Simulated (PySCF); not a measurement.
An unknown is described by computed data only.

Elements present: C, H and O. Monoisotopic mass: 70.0419 u.

| Quantity | Value |
| --- | --- |
| 13C NMR | chemical shifts (computed TMS as zero) by class: 201.6 (1 C), 147.0 (1 C), 135.8 (1 C), 26.7 (1 C) ppm [GIAO PBE0/pcSseg-1] |
| Rotational structure | rotational constants A, B, C: 9.088, 4.312, 2.979 GHz [GFN2-xTB] |
| Polarisability | 52.4 au [wB97X-D/def2-SVPD] |
| Triplet | lowest triplet excitation (Tamm–Dancoff): 3.36 eV [TDA wB97X-D/def2-SVPD] |
| NMR, other nuclei | isotropic shieldings of nuclei other than C and H, by class: -374 (1 O) ppm [GIAO PBE0/pcSseg-1] |
| Dipole | 3.47 D [wB97X-D/def2-SVPD] |
| UV, strongest line | among the 8 lowest singlet transitions: S2 at 6.44 eV (193 nm, f = 0.374) [TDDFT wB97X-D/def2-SVPD] |
| Couplings | largest of the computed one-bond spin–spin couplings (means over like bonds): 13C–1H +166.9, 13C–1H +164.2, 13C–1H +161.7, 13C–1H +133.5 (×3), 13C–13C +73.0, 13C–13C +55.2, 13C–13C +43.4, 17O–13C +33.2 Hz [B3LYP/pcJ-1, spin–dipole term left out] |
| UV, first state | lowest singlet excitation: 3.86 eV (322 nm, f = 0.000) [TDDFT wB97X-D/def2-SVPD] |
| 1H NMR | chemical shifts (computed TMS as zero) by class: 6.39 (1 H), 6.36 (1 H), 6.28 (1 H), 2.33 (3 H) ppm [GIAO PBE0/pcSseg-1] |

Electronic properties: PySCF, gas phase, density fitting. Levels stand in brackets. One conformer (not necessarily the lowest) at the GFN2-xTB geometry, without solvent, vibrations or thermal averaging. Each NMR value is the plain mean over a class of atoms that symmetry, rotation or inversion makes alike.

Question: Which formula fits the mass and the elements?

Answer: C4H6O (calculated 70.0419). No other formula that holds each of these elements comes within 0.0003 u with a fitting electron parity and a possible valence count.

Question: Propose a structure and show how it fits.

Answer: Numbering: `[CH2:1]=[CH:2][C:3]([CH3:4])=[O:5]`. Its formula, C4H6O, gives 2 degrees of unsaturation: 0 rings and 2 π bonds in the structure found. 4 carbons fall into 4 classes; from least to most shielded: ketone carbonyl carbon [C3] (201.6 ppm), alkene CH carbon [C2] (147.0 ppm), terminal =CH2 carbon [C1] (135.8 ppm), methyl carbon next to a carbonyl [C4] (26.7 ppm). Hydrogen classes from least to most shielded: 1 H on an alkene CH carbon, C2 (6.39 ppm), 1 H on a terminal =CH2 carbon, C1 (6.36 ppm), 1 H on a terminal =CH2 carbon, C1 (6.28 ppm), 3 H on a methyl carbon next to a carbonyl, C4 (2.33 ppm). The other shieldings belong to: -374 ppm, ketone oxygen [O5]. The couplings run between: +166.9 Hz, terminal =CH2 carbon [C1] and its hydrogen; +164.2 Hz, alkene CH carbon [C2] and its hydrogen; +161.7 Hz, terminal =CH2 carbon [C1] and its hydrogen; +133.5 Hz, methyl carbon next to a carbonyl [C4] and its hydrogen (with 2 like pairs); +73.0 Hz, terminal =CH2 carbon [C1] and alkene CH carbon [C2]; +55.2 Hz, alkene CH carbon [C2] and ketone carbonyl carbon [C3]; +43.4 Hz, ketone carbonyl carbon [C3] and methyl carbon next to a carbonyl [C4]; +33.2 Hz, ketone oxygen [O5] and ketone carbonyl carbon [C3]. The optimised geometry has point group Cs and is an asymmetric top. Structure: methyl vinyl ketone (`O=C(C=C)C`). Computed isomers that give other values at the same levels: `CC(C)=C=O` (13C chemical shifts (computed TMS as zero) by class: 207.9 (1 C), 21.0 (1 C), 15.2 (2 C) ppm); `O=C1CCC1` (13C chemical shifts (computed TMS as zero) by class: 213.8 (1 C), 48.6 (2 C), 10.1 (1 C) ppm); `C=C=COC` (rotational constant A: 36.479 GHz; this holds for the one conformer computed). The assignments are read from this structure; whether some other isomer fits the data as well wasn't checked.

The values belong to the conformer `[CH2:1]=[CH:2][C:3]([CH3:4])=[O:5]`: C1–C2–C3–C4 0°.
